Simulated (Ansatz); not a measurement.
# CuO (Cccm) in Ansatz: further runs

The runs below take CuO through band structure, single point, equation of state, with LDA, r2SCAN.

Program: Ansatz 0.2.0. These are calculated values, not measurements. Logs are shortened: lines on timing, memory, paths and dates and some standing lists are left out, and cuts for length are marked.

## (1) Starting point

It takes space group Cccm (No. 66, orthorhombic). Conventional cell: a = 3.982 Å, b = 4.307 Å, c = 5.156 Å, α = 90.00°, β = 90.00°, γ = 90.00°. Cu (site symmetry 2/m) has 4 O at 1.95 Å as nearest neighbours. O (site symmetry 222) is surrounded by 4 Cu at 1.95 Å.

Measurements of this composition are mostly on another form, of space group No. 15.

## (2) Band structure, LDA

The input, input.yaml:

```yaml
crystal:
  lattice:
    - [1.990968, -2.15355, 0.0]
    - [1.990968, 2.15355, 0.0]
    - [0.0, 0.0, 5.155928]
  atoms:
    - { symbol: Cu, position: [0.5, 0.0, 0.0] }
    - { symbol: Cu, position: [0.0, 0.5, 0.5] }
    - { symbol: O, position: [0.5, 0.5, 0.25] }
    - { symbol: O, position: [0.5, 0.5, 0.75] }
hamiltonian:
  xc: lda
  pseudopotentials: { kind: paw }
kpoints:
  mp_grid: { grid: [9, 9, 5] }
  band_path:
    path:
      - [[0.0, 0.0, 0.0], [0.463677429, 0.463677429, 0.0], [0.0, 0.5, 0.0], [0.0, 0.5, 0.5], [0.463677429, 0.463677429, 0.5], [0.0, 0.0, 0.5], [0.0, 0.0, 0.0], [-0.5, 0.5, 0.0], [-0.463677429, 0.536322571, 0.0], [-0.463677429, 0.536322571, 0.5], [-0.5, 0.5, 0.5], [-0.5, 0.5, 0.0]]
      - [[0.0, 0.0, 0.5], [-0.5, 0.5, 0.5]]
    npoints: 14
scf:
  occupations: { method: fermi_dirac, width: 0.05 }
  n_extra_bands: 10
output:
  forces: true
  stress: true
  eigenvalues: true
  fatbands: true
```

Potentials or basis: Ansatz PAW.

Run with:

```sh
$ ansatz run input.yaml --threads 2 --pin off --max-ram 5632MiB --backend cpu --events-out ev --progress --plain --runs-dir out
```

The log of the run:

```text
Warning: RAYON_NUM_THREADS=2 ignored (pool sized by the plan → 2); use --threads N
scf.n_extra_bands = 10 over 25 filled bands (N_el = 50.0): the run solves 35 bands
Engine: ansatz 0.2.0, x86_64-unknown-linux-gnu
Pseudopotentials: kind: paw
Pseudopotential: Cu, paw, valence charge 19, recommended cutoff 420 eV (normal), Cu.paw.azcp
Pseudopotential: O, paw, valence charge 6, recommended cutoff 420 eV (normal), O.paw.azcp
Functional definition: SPW92
  exchange = slater_x
  correlation = pw_c
Crystal: 4 atoms, lattice volume = 44.214 Å³
Basis set: ecut = 420 eV, 841 PW (Γ)
Bands: 35, of which v1, the nominal top of the filled ones, is band 25 counted from 1 (24 counted from 0)
Symmetry: 8 space group operations
Space group: Cccm (ITA 66), of the structure as read, at distance tolerance 3.5e-5 Å
k-points: 75 of 405
Non-local potential: Cu, projectors of the file, l = 0: 3, l = 1: 2, l = 2: 3, l = 3: 1
Non-local potential: O, projectors of the file, l = 0: 2, l = 1: 2, l = 2: 1
PAW form: soft (Blöchl's): semilocal exchange-correlation on the pseudo side does not see the compensation charge
PAW frozen core: Cu, regenerated for the run's functional, and the local potential with it (the file was generated under x = pbe(κ = 0.804, μ = 0.2195149727645171), c = pbe(β = 0.06672455060314922))
PAW frozen core: O, regenerated for the run's functional, and the local potential with it (the file was generated under x = pbe(κ = 0.804, μ = 0.2195149727645171), c = pbe(β = 0.06672455060314922))
PAW one-centre angular grid: Cu, 590 points (default); XC on 64 Gauss nodes
PAW one-centre angular grid: O, 110 points (default); XC on 64 Gauss nodes
Initial density: superposition of atomic densities (neutral atoms: chi_scale 0, normalization atom), corrected by the library's trained network
Initial wavefunctions: pseudopotential atomic-orbital guess
Functional: x = slater, c = lda
SCF iter   1: F=—  HF=-14219.261001 eV  |F-HF|=—  |Δ(HF+E_count)|=         —  Δρ=2.32e-2  dr2=1.63e-1  ethr=1.77e-3  ⟨swp⟩=5.3  Hψ=9964  notcnv=0  defer=14
preconditioner: auto → LDOS  [metal: Δε(μ)=0.033 eV  Ē_g=15.046 eV  σ=0.050 eV  W_gap=0.16  n_scr=16 (ndim 8)  ℏωp=32.6 eV  f_vac=0.043  D(μ)=2.19/eV (n_scr^D=18)  β→1.0]
SCF iter   2: F=—  HF=-14219.320839 eV  |F-HF|=—  |Δ(HF+E_count)|=   5.98e-2  Δρ=3.68e-2  dr2=3.13e-1  ethr=3.27e-4  ⟨swp⟩=2.5  Hψ=5721  notcnv=0  defer=217  recentre
SCF iter   3: F=—  HF=-14219.212584 eV  |F-HF|=—  |Δ(HF+E_count)|=   1.08e-1  Δρ=5.04e-3  dr2=9.94e-3  ethr=3.27e-4  ⟨swp⟩=2.3  Hψ=4691  notcnv=0  defer=217
SCF iter   4: F=—  HF=-14219.210177 eV  |F-HF|=—  |Δ(HF+E_count)|=   2.41e-3  Δρ=2.18e-3  dr2=1.41e-3  ethr=1.99e-5  ⟨swp⟩=2.8  Hψ=4546  notcnv=0  defer=217
SCF iter   5: F=—  HF=-14219.209936 eV  |F-HF|=—  |Δ(HF+E_count)|=   2.42e-4  Δρ=6.06e-4  dr2=1.00e-4  ethr=2.81e-6  ⟨swp⟩=1.4  Hψ=2656  notcnv=0  defer=217
SCF iter   6: F=—  HF=-14219.209917 eV  |F-HF|=—  |Δ(HF+E_count)|=   1.87e-5  Δρ=3.20e-5  dr2=2.18e-7  ethr=2.01e-7  ⟨swp⟩=2.0  Hψ=2992  notcnv=0  defer=217
SCF iter   7: F=—  HF=-14219.209919 eV  |F-HF|=—  |Δ(HF+E_count)|=   1.58e-6  Δρ=6.42e-6  dr2=1.20e-8  ethr=2.00e-10  ⟨swp⟩=8.0  Hψ=12890  notcnv=0
SCF iter   8: F=-14219.209919 eV  HF=-14219.209919 eV  |F-HF|=1.40e-10  |Δ(HF+E_count)|=   2.09e-9  Δρ=6.85e-7  dr2=9.11e-11  ethr=2.39e-11  ⟨swp⟩=2.0  Hψ=7171  notcnv=0
SCF 1 converged in 8 iterations: F = -14219.209919 eV  dr2 = 9.11e-11
NSCF: frozen V_eff on 170 k-points
SCF converged after 8 iterations
Free energy (F): -14219.209919 eV
Harris-Foulkes:  -14219.209919 eV  (|F-HF|=1.40e-10)
Internal energy: -14219.190600 eV  (E = F + TS)
E sigma→0 (E₀):  -14219.200259 eV
Entropy (-TS):   -0.019319 eV (-4.830 meV/atom)
Fermi energy:    10.405848 eV
--- Per-component energies (eV) ---
  E_band       = -938.954852
  E_kinetic    = 939.096466
  E_local      = -10140.847076  (includes V_loc(G=0)·N_el)
  E_nonlocal   = 887.111206
  E_hartree    = 4377.767469
  E_xc         = -319.460655
  E_vxc        = -412.668661  (∫ρ·V_xc dr)
  E_paw        = -3475.052904  (= ΣΔE_a)
  E_vpaw       = -967.188414  (= ΣTr[D̂ρ^β])
  E_aug_tail   = 0.005546  (compensation charges beyond the density's cutoff)
  E_ewald      = -6488.903815
  E_core_change = 1.093163  (= ΣΔE_core)
  E_smearing   = -0.019319  (= −TS)
  E_closure    = -0.000000  (closes the sum)
  Σ components = -14219.209919   (vs F -14219.209919, Δ=0.00e0)
--- Forces (eV/Å), atoms counted from 1 ---
  atom   1  Cu    -0.00000000     0.00000000    -0.00000000
  atom   2  Cu     0.00000000     0.00000000     0.00000000
  atom   3  O      0.00000000     0.00000000    -0.00000000
  atom   4  O      0.00000000     0.00000000     0.00000000
  max |Σ_I F_I| component: 2.52e-29 eV/Å
--- Stress (GPa, compression-positive) ---
       -9.653227      -0.000000       0.000000
       -0.000000     -11.960046      -0.000000
        0.000000      -0.000000     -14.994917
  P = ⅓ Tr σ = -12.2027 GPa (-122.027 kbar)
--- Band table (eV; the first three rows and the last of 75) ---
  k-point 0: bands = ["-101.4266", "-101.4262", "-59.3657", "-59.3654", "-59.3267", "-59.3208", "-59.0250", "-59.0246", "-9.1090", "-7.7359", "2.2298", "4.8897", "5.0540", "6.6928", "6.9869", "6.9956", "7.1382", "7.4456", "7.9202", "8.0180", "8.0769", "8.0815", "8.1516", "8.5511", "11.0145", "11.1970", "11.8184", "16.4458", "17.6107", "23.5704", "24.6740", "24.7850", "25.0280", "25.6217", "26.1425"]
  k-point 1: bands = ["-101.4266", "-101.4263", "-59.3657", "-59.3655", "-59.3261", "-59.3214", "-59.0250", "-59.0247", "-8.9999", "-7.8964", "2.6249", "4.9155", "5.0514", "6.5129", "6.8083", "6.8108", "6.8932", "7.1374", "8.0329", "8.0900", "8.1432", "8.3151", "8.3896", "8.4568", "10.8541", "11.0191", "12.3339", "15.5230", "18.8641", "23.6934", "24.4164", "24.8873", "24.9328", "25.6705", "25.7560"]
  k-point 2: bands = ["-101.4265", "-101.4264", "-59.3656", "-59.3655", "-59.3247", "-59.3228", "-59.0249", "-59.0248", "-8.6968", "-8.2796", "3.6866", "4.9770", "5.0313", "5.1288", "6.5997", "6.6050", "6.9771", "7.1003", "8.1040", "8.1138", "8.1229", "8.2597", "8.7921", "8.8433", "10.5599", "10.6432", "13.3431", "14.4080", "20.8338", "22.8731", "24.0865", "24.8117", "25.2059", "25.2470", "25.8841"]
  k-point 74: bands = ["-101.4253", "-101.4253", "-59.3773", "-59.3764", "-59.3219", "-59.3214", "-59.0338", "-59.0333", "-7.7873", "-7.6303", "4.1422", "4.5237", "4.5851", "4.9611", "5.0667", "5.2671", "7.4582", "7.7007", "8.0968", "8.1232", "8.4237", "8.4359", "8.9958", "9.0378", "9.5870", "10.3408", "13.9051", "15.0879", "20.2168", "20.4747", "21.9101", "22.3558", "24.8095", "25.0667", "26.4973"]
```

Wall time 8 s (2 threads of Intel Xeon Platinum 8259CL at 2.50GHz (Skylake/Cascade Lake), shared host); peak memory 0.43 GiB.

What came out:

| Item | Value |
| --- | --- |
| Free energy | -14219.2099 eV |
| Pressure | -12.2 GPa |
| Band gap on the k mesh | none (metal or under the smearing width) |

Stress tensor (GPa, compression positive):
```
 -9.65   0.00   0.00
  0.00 -11.96   0.00
  0.00   0.00 -14.99
```

Levels at the corners of the path, in eV from the Fermi level:
```csv
point,band 21,band 22,band 23,band 24,band 25,band 26,band 27,band 28,band 29,band 30
Γ,-2.33,-2.32,-2.25,-1.85,0.61,0.79,1.41,6.04,7.20,13.16
X,-2.29,-2.28,-1.57,-1.20,-1.18,1.13,2.25,6.90,9.03,10.34
S,-2.21,-1.83,-1.52,-1.46,0.24,0.48,3.56,5.85,6.31,10.89
R,-2.31,-2.29,-1.96,-1.78,-0.13,0.70,4.24,5.82,8.05,8.58
A,-1.88,-1.88,-1.39,-1.39,-0.48,-0.48,4.01,4.01,9.94,9.94
Z,-2.23,-2.23,-1.50,-1.50,0.13,0.13,3.47,3.47,11.47,11.47
Γ,-2.33,-2.32,-2.25,-1.85,0.61,0.79,1.41,6.04,7.20,13.16
Y,-2.31,-2.28,-1.60,-1.17,-1.11,1.15,2.09,7.12,9.00,10.17
X1,-2.29,-2.28,-1.57,-1.20,-1.18,1.13,2.25,6.90,9.03,10.34
A1,-1.88,-1.88,-1.39,-1.39,-0.48,-0.48,4.01,4.01,9.94,9.94
T,-1.86,-1.86,-1.36,-1.36,-0.49,-0.49,3.96,3.96,9.92,9.92
Y,-2.31,-2.28,-1.60,-1.17,-1.11,1.15,2.09,7.12,9.00,10.17
Z,-2.23,-2.23,-1.50,-1.50,0.13,0.13,3.47,3.47,11.47,11.47
T,-1.86,-1.86,-1.36,-1.36,-0.49,-0.49,3.96,3.96,9.92,9.92
```

Caveat: the pressure holds a Pulay correction of +0.9 GPa for the finite cutoff; the run has no spin polarisation, though such a crystal can be magnetic; semilocal functionals often make such compounds metallic where correlation or magnetic order opens a gap, which also shifts bond lengths; the PAW data sets come from PBE, with cores solved anew for the run's functional, which leaves a small shift of forces and pressure. With open d or f shells a metallic result of LDA can be an artefact of self-interaction; +U or a hybrid may open a gap.

## (3) Single point, LDA, 10.39 Å³/atom (volume scaled by 0.94)

The input, input.yaml:

```yaml
crystal:
  lattice:
    - [1.9503245957, -2.1095876644, 0.0]
    - [1.9503245957, 2.1095876644, 0.0]
    - [0.0, 0.0, 5.0506754463]
  atoms:
    - { symbol: Cu, position: [0.5, 0.0, 0.0] }
    - { symbol: Cu, position: [0.0, 0.5, 0.5] }
    - { symbol: O, position: [0.5, 0.5, 0.25] }
    - { symbol: O, position: [0.5, 0.5, 0.75] }
hamiltonian:
  xc: lda
  pseudopotentials: { kind: paw }
kpoints:
  mp_grid: { grid: [9, 9, 5] }
scf:
  occupations: { method: fermi_dirac, width: 0.05 }
output:
  forces: true
  stress: true
  eigenvalues: true
```

Potentials or basis: Ansatz PAW.

Run with:

```sh
$ ansatz run input.yaml --threads 2 --pin off --max-ram 5632MiB --backend cpu --events-out ev --progress --plain --runs-dir out
```

Wall time 2.6 s (2 threads of Intel Xeon Platinum 8259CL at 2.50GHz (Skylake/Cascade Lake), shared host); peak memory 0.39 GiB.

It converged, with:

```
Free energy            : -14219.3359 eV
Pressure               : -2.4 GPa
Band gap on the k mesh : none (metal or under the smearing width)
```

Caveat: the pressure holds a Pulay correction of +0.9 GPa for the finite cutoff; the run has no spin polarisation, though such a crystal can be magnetic; semilocal functionals often make such compounds metallic where correlation or magnetic order opens a gap, which also shifts bond lengths; the PAW data sets come from PBE, with cores solved anew for the run's functional, which leaves a small shift of forces and pressure.

[end of part 1 of 2]
